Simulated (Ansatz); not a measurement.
# TiO2: a relaxation

Aim: relax the cell and atoms of TiO2.

Computed with Ansatz 0.2.0 (DFT PBE, scalar-relativistic, plane waves, PAW, unless a step's input says otherwise).

2 further runs of the same task are left out: 2 that didn't finish. Runs told in other sessions of the task aren't counted.

## Step 1: The structure to begin with

Symmetry: Pnma, No. 62, orthorhombic system. The conventional cell has a = 9.459 Å, b = 2.958 Å, c = 4.902 Å, α = 90.00°, β = 90.00°, γ = 90.00°. Ti (site symmetry m) has 6 O at 1.91 to 2.05 Å in its first shell of neighbours. O (site symmetry m) is surrounded by 3 Ti at 1.91 to 2.00 Å. O (site symmetry m) has 3 Ti at 1.94 to 2.05 Å in its first shell of neighbours.

Structure file:

```
CELL_PARAMETERS angstrom
9.45900 0.00000 0.00000
0.00000 2.95850 0.00000
0.00000 0.00000 4.90220
ATOMIC_POSITIONS crystal
Ti 0.13690 0.25000 0.93537
Ti 0.86310 0.75000 0.06463
Ti 0.36310 0.75000 0.43537
Ti 0.63690 0.25000 0.56463
O 0.26630 0.25000 0.63650
O 0.73370 0.75000 0.36350
O 0.23370 0.75000 0.13650
O 0.76630 0.25000 0.86350
O 0.97240 0.25000 0.20840
O 0.02760 0.75000 0.79160
O 0.52760 0.75000 0.70840
O 0.47240 0.25000 0.29160
```

Source of the structure: the Crystallography Open Database.

## Step 2: Probe: one point at the start

Contents of input.yaml:

```yaml
crystal:
  lattice:
    - [9.459, 0.0, 0.0]
    - [0.0, 2.9585, 0.0]
    - [0.0, 0.0, 4.9022]
  atoms:
    - { symbol: Ti, position: [0.1369, 0.25, 0.93537], spin: 1.0 }
    - { symbol: Ti, position: [0.8631, 0.75, 0.06463], spin: 1.0 }
    - { symbol: Ti, position: [0.3631, 0.75, 0.43537], spin: 1.0 }
    - { symbol: Ti, position: [0.6369, 0.25, 0.56463], spin: 1.0 }
    - { symbol: O, position: [0.2663, 0.25, 0.6365] }
    - { symbol: O, position: [0.7337, 0.75, 0.3635] }
    - { symbol: O, position: [0.2337, 0.75, 0.1365] }
    - { symbol: O, position: [0.7663, 0.25, 0.8635] }
    - { symbol: O, position: [0.9724, 0.25, 0.2084] }
    - { symbol: O, position: [0.0276, 0.75, 0.7916] }
    - { symbol: O, position: [0.5276, 0.75, 0.7084] }
    - { symbol: O, position: [0.4724, 0.25, 0.2916] }
basis:
  ecutwfc: 420
kpoints:
  mp_grid: { grid: [2, 6, 4] }
hamiltonian:
  xc: pbe
scf:
  occupations: { method: gaussian, width: 0.1 }
  lower_state_search: "off"
output:
  forces: true
  stress: true
  eigenvalues: true
  populations: true
magnetization:
  spin_polarized: true
```

Started as:

```
$ ansatz run input.yaml --threads 2 --pin off --max-ram 5120MiB --backend cpu --events-out ev --progress --plain --runs-dir out
```

What it wrote, shortened:

```text
[...]
SCF converged after 17 iterations
Magnetization: 0.0000 μB (48.0000 up, 48.0000 down)
Absolute magnetization: 0.0000 μB (∫|ρ↑−ρ↓|, with the PAW one-centre terms)
Spin contamination: 0.0000 ħ² per cell (⟨S²⟩ above its minimum at these occupations)
[...]
Free energy (F): -14554.293404 eV
[...]
E sigma→0 (E₀):  -14554.293404 eV
Fermi energy:    8.520383 eV
[...]
--- Forces (eV/Å), atoms counted from 1 ---
  atom   1  Ti    -0.21982327     0.00000000    -0.19129870
  atom   2  Ti     0.21982327     0.00000000     0.19129870
  atom   3  Ti     0.21982327     0.00000000    -0.19129870
  atom   4  Ti    -0.21982327     0.00000000     0.19129870
  atom   5  O      0.04320616     0.00000000     0.00822425
  atom   6  O     -0.04320616     0.00000000    -0.00822425
  atom   7  O     -0.04320616     0.00000000     0.00822425
  atom   8  O      0.04320616     0.00000000    -0.00822425
[...]
--- Stress (GPa, compression-positive) ---
        1.281929      -0.000000      -0.000000
       -0.000000       2.123633       0.000000
       -0.000000       0.000000       1.159439
  P = ⅓ Tr σ = 1.5217 GPa (15.217 kbar)
--- Band table (eV; the first three rows and the last of 48) ---
[...]
--- Löwdin populations: 12 sites ---
  site symbol       q [e]    m [muB]
     0     Ti     10.6483     0.0000
     1     Ti     10.6483     0.0000
     2     Ti     10.6483     0.0000
     3     Ti     10.6483     0.0000
     4      O      6.6588    -0.0000
     5      O      6.6588    -0.0000
     6      O      6.6588    -0.0000
     7      O      6.6588    -0.0000
     8      O      6.6082     0.0000
     9      O      6.6082     0.0000
    10      O      6.6082     0.0000
    11      O      6.6082     0.0000
  spilling = 0.003528 (of n_electrons = 96.000000)
```

It took 26 s on 2 threads of Arm Neoverse V2, shared host; peak memory 0.61 GiB.

By site:

```
atom  Löwdin electrons
 Ti1             10.65
 Ti2             10.65
 Ti3             10.65
 Ti4             10.65
  O5              6.66
  O6              6.66
  O7              6.66
  O8              6.66
  O9              6.61
 O10              6.61
 O11              6.61
 O12              6.61
```

The Löwdin counts miss 0.34 of the 96 electrons, which the atomic orbitals do not span, so they are no charges.

Read-out: pressure 1.5 GPa, largest force 0.33 eV/Å, gap on this mesh 2.52 eV. By this gap the next run takes a mesh of 4×8×6 and a smearing of 0.02 eV.

## Step 3: Full relaxation

Contents of input.yaml:

```yaml
crystal:
  lattice:
    - [9.459, 0.0, 0.0]
    - [0.0, 2.9585, 0.0]
    - [0.0, 0.0, 4.9022]
  atoms:
    - { symbol: Ti, position: [0.1369, 0.25, 0.93537] }
    - { symbol: Ti, position: [0.8631, 0.75, 0.06463] }
    - { symbol: Ti, position: [0.3631, 0.75, 0.43537] }
    - { symbol: Ti, position: [0.6369, 0.25, 0.56463] }
    - { symbol: O, position: [0.2663, 0.25, 0.6365] }
    - { symbol: O, position: [0.7337, 0.75, 0.3635] }
    - { symbol: O, position: [0.2337, 0.75, 0.1365] }
    - { symbol: O, position: [0.7663, 0.25, 0.8635] }
    - { symbol: O, position: [0.9724, 0.25, 0.2084] }
    - { symbol: O, position: [0.0276, 0.75, 0.7916] }
    - { symbol: O, position: [0.5276, 0.75, 0.7084] }
    - { symbol: O, position: [0.4724, 0.25, 0.2916] }
basis:
  ecutwfc: 420
kpoints:
  mp_grid: { grid: [4, 8, 6] }
hamiltonian:
  xc: pbe
scf:
  occupations: { method: gaussian, width: 0.02 }
output:
  forces: true
  stress: true
  eigenvalues: true
  write_density: true
  write_potential: true
  elf: true
  volumetric_format: npy
relax:
  adjacent_minimum: "off"
  f_tol: 0.005
  max_steps: 80
  cell: { stress_tol: 0.05 }
```

Started as:

```
$ ansatz run input.yaml --threads 2 --pin off --max-ram 5120MiB --backend cpu --events-out ev --progress --plain --runs-dir out
```

What it wrote:

```text
Warning: RAYON_NUM_THREADS=2 ignored (pool sized by the plan → 2); use --threads N
Engine: ansatz 0.2.0, aarch64-unknown-linux-gnu
Pseudopotentials: kind: paw
Pseudopotential: Ti, paw, valence charge 12, recommended cutoff 420 eV (normal), Ti.paw.azcp
Pseudopotential: O, paw, valence charge 6, recommended cutoff 420 eV (normal), O.paw.azcp
Functional definition: PBE
  parameter kappa = 0.804
  parameter beta = 0.06672455060314922
  exchange = pbe_x(kappa = kappa, mu = beta*pi^2/3)
  correlation = pbe_c(beta = beta)
Crystal: 12 atoms, lattice volume = 137.185 Å³
Basis set: ecut = 420 eV, 2675 PW (Γ), exchange–correlation on 128×40×72 points (8 copies of the dense FFT grid, shifted against one another)
Bands: 60, of which v1, the nominal top of the filled ones, is band 48 counted from 1 (47 counted from 0)
Symmetry: 8 space group operations
Space group: Pnma (ITA 62), of the structure as read, at distance tolerance 5.2e-5 Å
k-points: 60 of 192
Non-local potential: Ti, projectors of the file, l = 0: 3, l = 1: 2, l = 2: 3, l = 3: 1
Non-local potential: O, projectors of the file, l = 0: 2, l = 1: 2, l = 2: 1
PAW form: soft (Blöchl's): semilocal exchange-correlation on the pseudo side does not see the compensation charge
PAW one-centre angular grid: Ti, 590 points (default); XC on 64 Gauss nodes
PAW one-centre angular grid: O, 110 points (default); XC on 64 Gauss nodes
Initial density: superposition of atomic densities (neutral atoms: chi_scale 0, normalization atom), corrected by the library's trained network
Initial wavefunctions: pseudopotential atomic-orbital guess
Functional: x = pbe(κ = 0.804, μ = 0.2195149727645171), c = pbe(β = 0.06672455060314922)
SCF iter   1: F=—  HF=-14554.290188 eV  |F-HF|=—  |Δ(HF+E_count)|=         —  Δρ=3.15e-3  dr2=6.78e-3  ethr=1.77e-3  ⟨swp⟩=5.4  Hψ=13771  notcnv=0
preconditioner: auto → Resta (q_TF=auto, 2.571 Å⁻¹)  ε∞=8.3  [insulator: Δε(μ)=2.457 eV  Ē_g=9.408 eV  σ=0.020 eV  W_gap=1.00  n_scr=44 (ndim 8)  ℏωp=25.4 eV  f_vac=0.106  D(μ)=0.00/eV (n_scr^D=0)  ε∞_Penn≈8.3]
SCF iter   2: F=—  HF=-14554.292635 eV  |F-HF|=—  |Δ(HF+E_count)|=   2.45e-3  Δρ=1.74e-3  dr2=1.66e-3  ethr=7.07e-6  ⟨swp⟩=2.0  Hψ=5805  notcnv=0  defer=344
SCF iter   3: F=—  HF=-14554.293393 eV  |F-HF|=—  |Δ(HF+E_count)|=   7.58e-4  Δρ=9.12e-4  dr2=6.91e-4  ethr=1.73e-6  ⟨swp⟩=2.0  Hψ=5214  notcnv=0  defer=344
SCF iter   4: F=—  HF=-14554.293703 eV  |F-HF|=—  |Δ(HF+E_count)|=   3.10e-4  Δρ=2.00e-4  dr2=5.69e-5  ethr=7.20e-7  ⟨swp⟩=2.0  Hψ=4652  notcnv=0  defer=344
SCF iter   5: F=—  HF=-14554.293721 eV  |F-HF|=—  |Δ(HF+E_count)|=   1.79e-5  Δρ=1.04e-4  dr2=1.43e-5  ethr=5.92e-8  ⟨swp⟩=2.0  Hψ=4855  notcnv=0  defer=344
SCF iter   6: F=—  HF=-14554.293733 eV  |F-HF|=—  |Δ(HF+E_count)|=   1.19e-5  Δρ=4.25e-5  dr2=3.36e-6  ethr=1.49e-8  ⟨swp⟩=2.0  Hψ=4696  notcnv=0  defer=344
SCF iter   7: F=—  HF=-14554.293736 eV  |F-HF|=—  |Δ(HF+E_count)|=   2.48e-6  Δρ=1.29e-5  dr2=3.12e-7  ethr=3.50e-9  ⟨swp⟩=2.0  Hψ=4695  notcnv=0  defer=344
SCF iter   8: F=-14554.293736 eV  HF=-14554.293736 eV  |F-HF|=1.15e-8  |Δ(HF+E_count)|=   3.35e-7  Δρ=3.30e-6  dr2=2.26e-8  ethr=1.04e-10  ⟨swp⟩=13.2  Hψ=24145  notcnv=0
SCF 1 converged in 8 iterations: F = -14554.293736 eV  dr2 = 2.26e-8
relax step   1: F+E_penalty+E_count = -14554.29373602 eV  Δ(F+E_penalty+E_count) = +0.000e0 eV  max|allowed force component| = 2.793e-1 eV/Å  Δτ_max = 0.0000 Å  P = +1.520 GPa  Ω = 137.185 Å³  (8 SCF iters, dr2 threshold 1.00e-7 eV, accepted)
[... from here on, the SCF cycles and remarks between the steps are left out ...]
relax step   2: F+E_penalty+E_count = -14554.31618143 eV  Δ(F+E_penalty+E_count) = -2.245e-2 eV  max|allowed force component| = 2.196e-1 eV/Å  Δτ_max = 0.0358 Å  P = +0.065 GPa  Ω = 139.566 Å³  energy of the carried Pulay correction = -1.005e-2 eV  (7 SCF iters, dr2 threshold 1.20e-6 eV, accepted)
relax step   3: F+E_penalty+E_count = -14554.32330335 eV  Δ(F+E_penalty+E_count) = -7.122e-3 eV  max|allowed force component| = 1.548e-1 eV/Å  Δτ_max = 0.0100 Å  P = -0.216 GPa  Ω = 140.239 Å³  energy of the carried Pulay correction = -1.286e-2 eV  (6 SCF iters, dr2 threshold 1.20e-6 eV, accepted)
relax step   4: F+E_penalty+E_count = -14554.32836564 eV  Δ(F+E_penalty+E_count) = -5.062e-3 eV  max|allowed force component| = 1.269e-1 eV/Å  Δτ_max = 0.0125 Å  P = -0.070 GPa  Ω = 140.594 Å³  energy of the carried Pulay correction = -1.434e-2 eV  (5 SCF iters, dr2 threshold 1.20e-6 eV, accepted)
relax step   5: F+E_penalty+E_count = -14554.33324533 eV  Δ(F+E_penalty+E_count) = -4.880e-3 eV  max|allowed force component| = 1.306e-1 eV/Å  Δτ_max = 0.0253 Å  P = -0.877 GPa  Ω = 141.292 Å³  energy of the carried Pulay correction = -1.724e-2 eV  (7 SCF iters, dr2 threshold 1.01e-6 eV, accepted)
relax step   6: F+E_penalty+E_count = -14554.34489396 eV  Δ(F+E_penalty+E_count) = -1.165e-2 eV  max|allowed force component| = 4.743e-2 eV/Å  Δτ_max = 0.0468 Å  P = -0.545 GPa  Ω = 140.822 Å³  energy of the carried Pulay correction = -1.529e-2 eV  (7 SCF iters, dr2 threshold 1.20e-6 eV, accepted)
relax step   7: F+E_penalty+E_count = -14554.34749148 eV  Δ(F+E_penalty+E_count) = -2.598e-3 eV  max|allowed force component| = 1.823e-2 eV/Å  Δτ_max = 0.0097 Å  P = +0.254 GPa  Ω = 140.479 Å³  energy of the carried Pulay correction = -1.387e-2 eV  (6 SCF iters, dr2 threshold 1.20e-6 eV, accepted)
relax step   8: F+E_penalty+E_count = -14554.34800989 eV  Δ(F+E_penalty+E_count) = -5.184e-4 eV  max|allowed force component| = 1.045e-2 eV/Å  Δτ_max = 0.0121 Å  P = +0.141 GPa  Ω = 140.448 Å³  energy of the carried Pulay correction = -1.374e-2 eV  (6 SCF iters, dr2 threshold 2.24e-7 eV, accepted)
relax step   9: F+E_penalty+E_count = -14554.34805335 eV  Δ(F+E_penalty+E_count) = -4.346e-5 eV  max|allowed force component| = 3.845e-3 eV/Å  Δτ_max = 0.0095 Å  P = -0.028 GPa  Ω = 140.466 Å³  energy of the carried Pulay correction = -1.381e-2 eV  (7 SCF iters, dr2 threshold 7.76e-8 eV, accepted)
relax step  10: F+E_penalty+E_count = -14554.36395331 eV  Δ(F+E_penalty+E_count) = -1.590e-2 eV  max|allowed force component| = 3.886e-3 eV/Å  Δτ_max = 0.0000 Å  P = +0.176 GPa  Ω = 140.466 Å³  stress off target by 2.47e-1 GPa  SCF on the basis re-selected at this cell (its energy is not comparable with the rows above)  (7 SCF iters)
relax step  11: F+E_penalty+E_count = -14554.36283367 eV  Δ(F+E_penalty+E_count) = +1.120e-3 eV  max|allowed force component| = 3.578e-3 eV/Å  Δτ_max = 0.0060 Å  P = +0.025 GPa  Ω = 140.784 Å³  energy of the carried Pulay correction = -1.360e-3 eV  (6 SCF iters, dr2 threshold 1.53e-7 eV, accepted)
relax step  12: F+E_penalty+E_count = -14554.36277011 eV  Δ(F+E_penalty+E_count) = +6.356e-5 eV  max|allowed force component| = 3.134e-3 eV/Å  Δτ_max = 0.0011 Å  P = +0.001 GPa  Ω = 140.801 Å³  energy of the carried Pulay correction = -1.437e-3 eV  (6 SCF iters, dr2 threshold 1.11e-8 eV, accepted)
relax step  13: F+E_penalty+E_count = -14554.36429202 eV  Δ(F+E_penalty+E_count) = -1.522e-3 eV  max|allowed force component| = 3.133e-3 eV/Å  Δτ_max = 0.0000 Å  P = +0.010 GPa  Ω = 140.801 Å³  stress off target by 2.51e-2 GPa  SCF on the basis re-selected at this cell (its energy is not comparable with the rows above)  (6 SCF iters)
basis re-selected at this cell: Δ(F+E_penalty+E_count) = -1.522e-3 eV, ΔP = +0.009 GPa vs the last step (what re-selecting the basis moved, of the pressure what is left beyond the Pulay correction that the steps carried, after the strain that the cell walked since its last selection, with what the two solves' SCF thresholds leave and, on support functions, any second-order correction that the steps lacked; it is no measure of the basis error at this ecutwfc). This SCF's stress stands 2.51e-2 GPa from its target on what of the cell is left free (relax.cell.stress_tol is 5.00e-2 GPa) and its largest allowed force component is 3.13e-3 eV/Å (relax.f_tol is 5.00e-3 eV/Å): within both
SCF converged after 6 iterations
Free energy (F): -14554.364292 eV
Harris-Foulkes:  -14554.364292 eV  (|F-HF|=1.40e-10)
Internal energy: -14554.364292 eV  (E = F + TS)
E sigma→0 (E₀):  -14554.364292 eV
Fermi energy:    8.116481 eV
--- Per-component energies (eV) ---
  E_band       = -954.498136
  E_kinetic    = 2488.799515
  E_local      = -7521.049802  (includes V_loc(G=0)·N_el)
  E_nonlocal   = 393.945874
  E_hartree    = 2940.622762
  E_xc         = -983.995813
  E_vxc        = -1245.927355  (∫ρ·V_xc dr)
  E_paw        = -5443.704881  (= ΣΔE_a)
  E_vpaw       = -951.532163  (= ΣTr[D̂ρ^β])
  E_aug_tail   = 0.019978  (compensation charges beyond the density's cutoff)
  E_ewald      = -6429.001925
  E_smearing   = -0.000000  (= −TS)
  E_closure    = -0.000000  (closes the sum)
  Σ components = -14554.364292   (vs F -14554.364292, Δ=0.00e0)
--- Forces (eV/Å), atoms counted from 1 ---
  atom   1  Ti    -0.00313306     0.00000000    -0.00075738
  atom   2  Ti     0.00313306    -0.00000000     0.00075738
  atom   3  Ti     0.00313306     0.00000000    -0.00075738
  atom   4  Ti    -0.00313306     0.00000000     0.00075738
  atom   5  O     -0.00202006     0.00000000     0.00170691
  atom   6  O      0.00202006     0.00000000    -0.00170691
  atom   7  O      0.00202006     0.00000000     0.00170691
  atom   8  O     -0.00202006     0.00000000    -0.00170691
  atom   9  O      0.00014303     0.00000000     0.00012061
  atom  10  O     -0.00014303     0.00000000    -0.00012061
  atom  11  O     -0.00014303     0.00000000     0.00012061
  atom  12  O      0.00014303     0.00000000    -0.00012061
  max |Σ_I F_I| component: 8.67e-19 eV/Å
--- Stress (GPa, compression-positive) ---
        0.010324       0.000000       0.000000
        0.000000      -0.004913       0.000000
        0.000000       0.000000       0.025104
  P = ⅓ Tr σ = 0.0102 GPa (0.102 kbar)
--- Band table (eV; the first three rows and the last of 60) ---
  k-point 0: bands = ["-49.5279", "-49.5201", "-49.5066", "-49.4988", "-25.9451", "-25.8901", "-25.8148", "-25.7739", "-25.7629", "-25.7104", "-25.6885", "-25.6835", "-25.6358", "-25.6194", "-25.6018", "-25.5853", "-10.7292", "-10.1478", "-10.0310", "-9.7349", "-9.2964", "-9.1967", "-9.0885", "-9.0188", "2.0339", "2.4433", "2.5676", "2.7105", "3.2173", "3.2953", "3.3808", "3.4873", "3.5994", "3.7622", "3.8252", "4.0833", "4.5985", "5.1879", "5.2600", "5.2780", "5.5047", "5.6388", "5.9282", "6.0763", "6.1393", "6.6540", "6.7459", "6.8256", "9.5537", "9.6316", "9.8927", "9.9546", "10.1027", "10.1292", "10.1592", "10.5192", "10.6039", "10.6987", "11.2534", "11.5017"]
[... 3 lines left out ...]
--- Relaxed structure (11 steps of the walk, 11 accepted, 2 SCFs on fresh bases) ---
  F+E_penalty+E_count = -14554.36429202 eV   max|allowed force component| = 3.133e-3 eV/Å   (the final SCF, on the basis selected at the relaxed cell)
  cell:  # Å, volume = 140.8011 Å³
    - [9.519961426803762, 7.595688177511674e-34, 5.2984432597406216e-33]
    - [2.375710273091055e-34, 2.975755318334835, 7.181075194229819e-34]
    - [2.5629191958099206e-33, 1.1898957856059969e-33, 4.970198812855261]
  atoms:
    - { symbol: Ti, position: [0.1378099422843248, 0.25, 0.9188418010768677] }
    - { symbol: Ti, position: [0.862190057715675, 0.7499999999999999, 0.08115819892313245] }
    - { symbol: Ti, position: [0.3621900577156752, 0.7499999999999999, 0.4188418010768675] }
    - { symbol: Ti, position: [0.637809942284325, 0.25, 0.5811581989231324] }
    - { symbol: O, position: [0.2665934495043931, 0.25, 0.6333891595939957] }
    - { symbol: O, position: [0.7334065504956069, 0.7499999999999999, 0.3666108404060041] }
    - { symbol: O, position: [0.23340655049560682, 0.7499999999999999, 0.1333891595939958] }
    - { symbol: O, position: [0.7665934495043931, 0.25, 0.8666108404060041] }
    - { symbol: O, position: [0.9696409656995819, 0.25, 0.20334031447689227] }
    - { symbol: O, position: [0.030359034300418114, 0.7499999999999999, 0.7966596855231076] }
    - { symbol: O, position: [0.530359034300418, 0.7499999999999999, 0.7033403144768923] }
    - { symbol: O, position: [0.4696409656995818, 0.25, 0.29665968552310773] }
```

Wall time 3.6 min (2 threads of Arm Neoverse V2, shared host); peak memory 0.68 GiB.

Step by step:

| step | energy from step 1 (eV/cell) | largest force component (eV/Å) | pressure (GPa) | volume (Å³) |
| --- | --- | --- | --- | --- |
| 1 | 0.0000 | 0.2793 | 1.52 | 137.19 |
| 2 | -0.0224 | 0.2196 | 0.07 | 139.57 |
| 3 | -0.0296 | 0.1548 | -0.22 | 140.24 |
| 4 | -0.0346 | 0.1269 | -0.07 | 140.59 |
| 5 | -0.0395 | 0.1306 | -0.88 | 141.29 |
| 6 | -0.0512 | 0.0474 | -0.55 | 140.82 |
| 7 | -0.0538 | 0.0182 | 0.25 | 140.48 |
| 8 | -0.0543 | 0.0104 | 0.14 | 140.45 |
| 9 | -0.0543 | 0.0038 | -0.03 | 140.47 |
| 10 | -0.0702 | 0.0039 | 0.18 | 140.47 |
| 11 | -0.0691 | 0.0036 | 0.03 | 140.78 |
| 12 | -0.0690 | 0.0031 | 0.00 | 140.80 |
| 13 | -0.0706 | 0.0031 | 0.01 | 140.80 |

Step 1 is the start. Steps 10, 13 each repeat the geometry before them on a plane-wave basis chosen anew, so the energy can jump there without any move.

|  | before | after | change |
| --- | --- | --- | --- |
| a (Å) | 9.459 | 9.520 | +0.6 % |
| b (Å) | 2.958 | 2.976 | +0.6 % |
| c (Å) | 4.902 | 4.970 | +1.4 % |
| volume (Å³/atom) | 11.43 | 11.73 | +2.6 % |
| shortest distance (Å) | 1.909 | 1.875 | -1.8 % |
| space group (0.01 Å) | Pnma | Pnma | same |

Forces and stress were held to the start's 8 operations: a distortion of lower symmetry was not tested.

Density in a lattice plane of the grid's cell (edges 9.52 and 4.97 Å, at 0.250 of the third edge), which holds Ti and O.

Values in e/Å³, 6 rows by 12 columns:
```
0.10 2.27 5.10 0.46 0.13 0.02 0.04 0.07 0.43 6.42 1.36 0.07
0.04 0.07 0.43 6.34 1.34 0.07 0.10 2.25 5.03 0.46 0.13 0.02
0.03 0.02 0.14 1.39 0.52 0.26 0.34 2.60 5.30 0.14 0.03 0.03
1.10 0.08 0.03 0.07 0.15 2.53 4.99 0.25 0.11 0.09 0.07 0.64
5.02 0.25 0.10 0.09 0.07 0.63 1.08 0.08 0.03 0.07 0.15 2.54
0.32 2.59 5.37 0.14 0.03 0.02 0.03 0.02 0.13 1.25 0.50 0.25
```
Columns run along the first of these edges and rows up along the second, over one cell in 12 and 6 even steps from the bottom left corner. Atoms in the plane (fractional): Ti at (0.14, 0.92), Ti at (0.64, 0.58), O at (0.27, 0.63), O at (0.77, 0.87), O at (0.97, 0.20), O at (0.47, 0.30).

ELF in the same plane.

Values, 6 rows by 12 columns:
```
0.05 0.58 0.60 0.33 0.44 0.01 0.03 0.03 0.52 0.52 0.82 0.04
0.03 0.03 0.51 0.54 0.82 0.04 0.05 0.57 0.59 0.35 0.44 0.01
0.05 0.01 0.44 0.81 0.51 0.28 0.36 0.63 0.59 0.04 0.01 0.04
0.83 0.25 0.01 0.05 0.13 0.79 0.69 0.30 0.04 0.06 0.04 0.76
0.69 0.30 0.04 0.06 0.04 0.76 0.84 0.25 0.01 0.05 0.13 0.79
0.34 0.67 0.62 0.03 0.01 0.03 0.03 0.01 0.45 0.82 0.51 0.27
```
Columns run along the first of these edges and rows up along the second, over one cell in 12 and 6 even steps from the bottom left corner. Atoms in the plane (fractional): Ti at (0.14, 0.92), Ti at (0.64, 0.58), O at (0.27, 0.63), O at (0.77, 0.87), O at (0.97, 0.20), O at (0.47, 0.30).

Both are smooth fields of the valence electrons: close to the nuclei they are not physical.

Outside the cores ELF peaks at 0.85 in the shell around O, 0.6 Å from O; 0.85 beside O, off the lines to its neighbours, 0.7 Å from O.

## Step 4: What came out

| quantity | value |
| --- | --- |
| relaxed cell | a = 9.520 Å, b = 2.976 Å, c = 4.970 Å, α = 90.00°, β = 90.00°, γ = 90.00° |
| space group (0.01 Å) | Pnma (No. 62) |
| volume | 11.73 Å³/atom |
| formation energy (elements from runs with the same settings, not shown) | -3.00 eV/atom |
| gap on the mesh | 2.57 eV |

In words: Relaxation raised the volume by 2.6 %. PBE usually gives cells somewhat too large.

The gaps are Kohn-Sham values of a semilocal functional, not quasiparticle or optical gaps. Such gaps usually fall short of the measured ones.
